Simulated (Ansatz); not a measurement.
Input, command and steps of an Ansatz relaxation.

```yaml
crystal:
  lattice:
    - [4.1324774171, 0.0, 0.0]
    - [-2.0662387085, 3.5788304238, 0.0]
    - [0.0, 0.0, 5.440243567]
  atoms:
    - { symbol: Te, position: [0.3333333333, 0.6666666667, 0.25] }
    - { symbol: Te, position: [0.6666666667, 0.3333333333, 0.75] }
    - { symbol: Pt, position: [0.0, 0.0, 0.0] }
    - { symbol: Pt, position: [0.0, 0.0, 0.5] }
basis:
  ecutwfc: 420
kpoints:
  mp_grid: { grid: [12, 12, 8] }
hamiltonian:
  xc: pbesol
scf:
  occupations: { method: gaussian, width: 0.1 }
output:
  forces: true
  stress: true
  eigenvalues: true
relax:
  adjacent_minimum: "off"
  f_tol: 0.01
  max_steps: 30
  cell: { stress_tol: 0.1, fix: [volume] }
```

```bash
ansatz run input.yaml --threads 1 --pin off --max-ram 2560MiB --backend cpu --events-out ev --progress --plain --runs-dir out
```

These are results of DFT PBEsol, scalar-relativistic, plane waves, PAW (Ansatz), not measurements.

The volume is held at 0.94 times that of the relaxed cell.

Of 4 frames 3 are shown, positions in Å and forces in eV/Å; the SCF threshold varies from step to step. Steps run on the plane waves of an earlier cell, with a Pulay correction in the pressure. The basis is chosen afresh for the last frame, the zero of the energies, and at times for earlier ones too; energy and pressure step there, also at an unchanged geometry.

```xyz
4
Lattice="4.1325 0.0000 0.0000 -2.0662 3.5788 0.0000 0.0000 0.0000 5.4402" Properties=species:S:1:pos:R:3:forces:R:3 pbc="T T T" step=1 free_energy_over_end_meV_per_atom=0.06 pressure_GPa=9.92
Te    0.0000    2.3859    1.3601    0.0000    0.0000    0.0000
Te    2.0662    1.1929    4.0802    0.0000    0.0000    0.0000
Pt    0.0000    0.0000    0.0000    0.0000    0.0000    0.0000
Pt    0.0000    0.0000    2.7201    0.0000    0.0000    0.0000
4
Lattice="4.1257 0.0000 0.0000 -2.0629 3.5730 0.0000 0.0000 0.0000 5.4580" Properties=species:S:1:pos:R:3:forces:R:3 pbc="T T T" step=2 free_energy_over_end_meV_per_atom=0.01 pressure_GPa=9.87
Te    0.0000    2.3820    1.3645    0.0000    0.0000    0.0000
Te    2.0629    1.1910    4.0935    0.0000    0.0000    0.0000
Pt    0.0000    0.0000    0.0000    0.0000    0.0000    0.0000
Pt    0.0000    0.0000    2.7290    0.0000    0.0000    0.0000
4
Lattice="4.1278 0.0000 0.0000 -2.0639 3.5748 0.0000 0.0000 0.0000 5.4525" Properties=species:S:1:pos:R:3:forces:R:3 pbc="T T T" step=4 free_energy_over_end_meV_per_atom=0.00 pressure_GPa=9.88
Te    0.0000    2.3832    1.3631    0.0000    0.0000    0.0000
Te    2.0639    1.1916    4.0894    0.0000    0.0000    0.0000
Pt    0.0000    0.0000    0.0000    0.0000    0.0000    0.0000
Pt    0.0000    0.0000    2.7262    0.0000    0.0000    0.0000
```

Time: 50 s on 1 thread of Arm Neoverse V2 (shared host), peak memory 0.51 GiB.

Spin–orbit coupling is left out, which can shift energies with elements as heavy as these.